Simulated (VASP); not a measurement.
## VASP 6.6.1 run: ZnSe

INCAR

```
ISMEAR = 1
NSW = 40
IBRION = 2
LASPH = .TRUE.
NBANDS = 16
EDIFFG = -5E-3
SIGMA = 0.1
LREAL = .FALSE.
NELM = 120
ENCUT = 600
LCHARG = .FALSE.
PREC = Accurate
ISIF = 3
LWAVE = .FALSE.
EDIFF = 1E-7
GGA = CA
```

KPOINTS

```
KPOINTS created by Atomic Simulation Environment
0
Gamma
8 8 8
0 0 0
```

POSCAR

```
Zn Se
 1.0000000000000000
     0.0000000000000000    2.8661395710329329    2.8661395710329329
     2.8661395710329329    0.0000000000000000    2.8661395710329329
     2.8661395710329329    2.8661395710329329    0.0000000000000000
 Zn  Se
   1   1
Cartesian
  0.0000000000000000  0.0000000000000000  0.0000000000000000
  1.4330697855164665  1.4330697855164665  1.4330697855164665
```

The recommended LDA PAW datasets give the neutral cell 18 valence electrons.

Command

```
mpirun -np 1 vasp_std
```

OSZICAR

```
N       E                     dE             d eps       ncg     rms          rms(c)
DAV:   1     0.897108241495E+02    0.89711E+02   -0.94880E+03   928   0.142E+03
DAV:   2    -0.152528295814E+01   -0.91236E+02   -0.85918E+02  1000   0.267E+02
DAV:   3    -0.756380053289E+01   -0.60385E+01   -0.60093E+01  1168   0.651E+01
DAV:   4    -0.761651488603E+01   -0.52714E-01   -0.52709E-01  1088   0.638E+00
DAV:   5    -0.761678775422E+01   -0.27287E-03   -0.27287E-03  1192   0.420E-01    0.449E+00
DAV:   6    -0.733973048350E+01    0.27706E+00   -0.55154E-01  1392   0.239E+01    0.345E+00
DAV:   7    -0.731566207306E+01    0.24068E-01   -0.13433E-01  1152   0.352E+00    0.145E+00
DAV:   8    -0.731133351751E+01    0.43286E-02   -0.30148E-03  1384   0.660E-01    0.380E-01
DAV:   9    -0.731081810747E+01    0.51541E-03   -0.85646E-04  1088   0.234E-01    0.588E-02
DAV:  10    -0.731083388122E+01   -0.15774E-04   -0.81115E-05  1144   0.922E-02    0.139E-02
...
DAV:   1    -0.747619740124E+01   -0.10902E+00   -0.11551E+00  1168   0.219E+01    0.225E+00
DAV:   2    -0.738701265203E+01    0.89185E-01   -0.25322E-01  1160   0.123E+01    0.847E-01
DAV:   3    -0.737587355065E+01    0.11139E-01   -0.97733E-03  1080   0.800E-01    0.408E-01
DAV:   4    -0.737292719922E+01    0.29464E-02   -0.13052E-03  1152   0.462E-01    0.144E-01
DAV:   5    -0.737259434561E+01    0.33285E-03   -0.36074E-04  1368   0.291E-01    0.156E-02
DAV:   6    -0.737259835675E+01   -0.40111E-05   -0.75051E-05  1064   0.858E-02    0.126E-02
DAV:   7    -0.737259915384E+01   -0.79709E-06   -0.47617E-06  1176   0.529E-02    0.669E-03
DAV:   8    -0.737259866948E+01    0.48437E-06   -0.18028E-06  1160   0.298E-02    0.495E-04
DAV:   9    -0.737259867459E+01   -0.51180E-08   -0.64290E-08   536   0.225E-03
   3 F= -.73725987E+01 E0= -.73726148E+01  d E =-.617680E-01
```

From OUTCAR

```
k-points           NKPTS =     29   k-points in BZ     NKDIM =     29   number of bands    NBANDS=     16

   NELECT =      18.0000    total number of electrons

   dimension x,y,z NGX =    32 NGY =   32 NGZ =   32
   dimension x,y,z NGXF=    64 NGYF=   64 NGZF=   64

  energy-cutoff  :      600.00
  volume of cell :       43.34
      direct lattice vectors                 reciprocal lattice vectors
     0.000000000  2.787988887  2.787988887    -0.179340744  0.179340744  0.179340744
     2.787988887 -0.000000000  2.787988887     0.179340744 -0.179340744  0.179340744
     2.787988887  2.787988887 -0.000000000     0.179340744  0.179340744 -0.179340744

 k-points in reciprocal lattice and weights: KPOINTS created by Atomic Simulation Env
   0.00000000  0.00000000  0.00000000       0.002
   0.12500000  0.00000000  0.00000000       0.016
   0.25000000  0.00000000  0.00000000       0.016
   0.37500000  0.00000000  0.00000000       0.016
   0.50000000  0.00000000  0.00000000       0.008
   0.12500000  0.12500000  0.00000000       0.012
   0.25000000  0.12500000  0.00000000       0.047
   0.37500000  0.12500000  0.00000000       0.047
   ...

 E-fermi :   2.0307

 k-point     1 :       0.0000    0.0000    0.0000
  band No.  band energies     occupation
      1     -11.6657      2.00000
      2      -4.9184      2.00000
      3      -4.9184      2.00000
      4      -4.9184      2.00000
      5      -4.5143      2.00000
      6      -4.5143      2.00000
      7       1.9493      1.98705
      8       1.9493      1.98705
      9       1.9493      1.98705
     10       3.2199     -0.00000
     11       7.6343      0.00000
     12       7.6343      0.00000
     13       7.6343      0.00000
     14      11.7870      0.00000
     15      13.5297      0.00000
     16      13.5297      0.00000

 k-point     2 :       0.1250    0.0000    0.0000
  band No.  band energies     occupation
      1     -11.5547      2.00000
      2      -4.9142      2.00000
      3      -4.9010      2.00000
      4      -4.9010      2.00000
      5      -4.5160      2.00000
      6      -4.5160      2.00000
      7       0.5429      2.00000
      8       1.7807      2.00231
      9       1.7807      2.00231
     10       4.2386      0.00000
     11       7.5932      0.00000
     12       7.9065      0.00000
     13       7.9065      0.00000
     14      12.6450      0.00000
     15      12.6450      0.00000
     16      12.6775      0.00000

 k-point     3 :       0.2500    0.0000    0.0000
  band No.  band energies     occupation
      1     -11.2646      2.00000
      2      -4.8632      2.00000
      3      -4.8629      2.00000
      4      -4.8629      2.00000
      5      -4.5145      2.00000
      6      -4.5145      2.00000
      7      -1.2923      2.00000
      8       1.4245      2.00000
      9       1.4245      2.00000
     10       4.6540      0.00000
     11       8.3017      0.00000
     12       8.3017      0.00000
     13       8.5054      0.00000
     14      12.3936      0.00000
     15      12.3936      0.00000
     16      12.5120      0.00000

 ...

  Total       -0.0005448     -0.0005448     -0.0005448     -0.0000000      0.0000000     -0.0000000
  in kB       -0.0201406     -0.0201406     -0.0201406     -0.0000000      0.0000000     -0.0000000
  external PRESSURE =      -0.0201406 kB  Pullay stress =       0.0000000 kB

 POSITION                                       TOTAL-FORCE (eV/Angst)
 -----------------------------------------------------------------------------------
      0.00000      0.00000      0.00000         0.000000      0.000000      0.000000
      1.39399      1.39399      1.39399        -0.000000     -0.000000     -0.000000
 -----------------------------------------------------------------------------------
    total drift:                                0.000000      0.000000      0.000000

  FREE ENERGIE OF THE ION-ELECTRON SYSTEM (eV)
  ---------------------------------------------------
  free  energy   TOTEN  =        -7.3725986746 eV

  energy  without entropy=       -7.3726470674  energy(sigma->0) =       -7.37261481
```

| ionic step | ΔE (meV/atom) | volume (Å³) | largest force (eV/Å) | pressure (GPa) | electronic steps |
| --- | --- | --- | --- | --- | --- |
| 1 | 0.0 | 47.09 | 0.000 | -4.91 | 13 |
| 2 | -28.2 | 42.34 | 0.000 | 1.75 | 10 |
| 3 | -30.9 | 43.34 | 0.000 | 0.00 | 9 |

It converged. Results: relaxed cell vector lengths 3.943, 3.943, 3.943 Å; relaxed cell volume 43.34 Å³.

For comparison, a separate LDA relaxation on usual settings, not on those above, ends at 43.34 Å³.

The run above took about 53 s on one core of a shared host (Intel Xeon Platinum 8488C) and held 0.18 GiB at most.
